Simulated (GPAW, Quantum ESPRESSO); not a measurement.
**SnTe: bulk modulus by level of theory**

The structure is cubic, space group Fm-3m (No. 225). The conventional cell has a = 6.302 Å, b = 6.302 Å, c = 6.302 Å, α = 90.00°, β = 90.00°, γ = 90.00°. Te (site symmetry m-3m) is surrounded by 6 Sn at 3.15 Å. Around Sn (site symmetry m-3m) lie 6 Te at 3.15 Å.

| rung | level | program and potentials | cutoff (eV) | k mesh | smearing | core time | chip | bulk modulus (GPa) | notes |
| --- | --- | --- | --- | --- | --- | --- | --- | --- | --- |
| GGA + dispersion | BLYP+D4 | GPAW, PAW data sets generated for this functional | 600 | 6 × 6 × 6 | fermi-dirac 0.05 | 45 s | Intel Xeon 6975P-C Granite Rapids | 39.9 | - |
| GGA | PBEsol | GPAW, PAW data sets generated for this functional | 600 | 6 × 6 × 6 | fermi-dirac 0.05 | 49 s | Intel Xeon 6975P-C Granite Rapids | 48.0 | - |
| GGA + dispersion | revPBE+D3(BJ) | GPAW, the program's PAW data sets (release 1.2.1) made for this functional | 600 | 6 × 6 × 6 | fermi-dirac 0.05 | 86 s | Arm Neoverse V1 | 47.7 | - |
| GGA + dispersion | PBEsol+D4 | GPAW, PAW data sets generated for this functional | 600 | 6 × 6 × 6 | fermi-dirac 0.05 | 91 s | Arm Neoverse V1 | 52.1 | - |
| GGA | PBEint | GPAW, PAW data sets generated for this functional | 600 | 6 × 6 × 6 | fermi-dirac 0.05 | 2.6 min | AMD EPYC 7571 | 45.7 | - |
| LDA | LDA | Quantum ESPRESSO, PseudoDojo 0.4.1 SR LDA standard | 1088 | 7 × 7 × 7 | fermi-dirac 0.05 | 3.3 min | Arm Neoverse V2 | 50.3 | - |
| non-local van der Waals functional | rev-vdW-DF2 | Quantum ESPRESSO, PseudoDojo 0.4.1 SR PBE standard | 1088 | 7 × 7 × 7 | fermi-dirac 0.05 | 11 min | Arm Neoverse V1 | 42.0 | potentials made for PBE |

Times are single runs on shared hosts and different chips, so they are rough; meshes, cutoffs and the tasks' sizes weigh on the time. Task: equation of state. All rows: no spin polarisation. Smearing widths are in eV. The cell comes from a database and isn't always the measured one. Meshes differ between rows, which moves values too. Meshes are those of the run's cell of 2 atoms unless a note names another. Runs on faulty files, with rough fits or with known faults for this quantity aren't shown. No row holds spin-orbit coupling.

By rung: LDA 50.3; GGA + dispersion 39.9 to 52.1; GGA 45.7 to 48.0; non-local van der Waals functional 42.0 (GPa).

Cubic SnTe comes out as a soft solid at every level, in keeping with bonding through Te 5p and Sn 5p states that is spread over long, partly ionic contacts. The rung alone doesn't order the stiffness: the dispersion-corrected GGAs include both the softest result, BLYP+D4 at 39.9 GPa, and the stiffest, PBEsol+D4 at 52.1 GPa, and so enclose all the others. The cleanest comparison is PBEsol with and without D4, where the added attraction raises the modulus from 48.0 to 52.1 GPa, probably by contracting the equilibrium volume and so steepening the repulsion between neighbouring shells. That BLYP+D4 stays lowest despite the same kind of correction suggests that the underlying semilocal functional matters at least as much; BLYP is known to underbind extended solids. LDA's high value fits its usual overbinding. The modulus measures resistance to uniform compression only, so it says nothing about the off-centre displacement of the sublattices that drives SnTe's low-temperature rhombohedral distortion.
